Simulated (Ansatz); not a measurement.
System: α-quartz-type GeO₂ (metastable phase). Method: r²SCAN-D4 in Ansatz (PAW).

Run with plane-wave cutoff 500 eV, 12×12×6 k mesh (along the axes of the cell as run), gaussian smearing 0.02 eV, scalar-relativistic PAW data made under PBE.

Computed at the level's own relaxed cell.

### Question
Predict the equilibrium volume per atom, lattice constant a, c axis length and band gap.

### Answer

- equilibrium volume per atom: 13.32 Å³/atom
- lattice constant a: 4.946 Å
- c axis length: 5.656 Å
- band gap: 4.25 eV (on the SCF k mesh)

Measured, for comparison: lattice constant a 4.987 Å, lattice parameter c 5.652 Å (temperature not stated, no zero-point or thermal correction; as tabulated in Saito and Ono (2011), arXiv:1008.4998). Computed (rounded) less measured: lattice constant a -0.8 %, lattice parameter c +0.1 %. A static lattice is as a rule a little smaller and stiffer than an uncorrected measurement, which narrows the difference in the lattice constant a and would widen misses of the other sign.

Spin–orbit coupling is not included.

Computed values are for the static lattice.

Ansatz is a program for electronic structure.
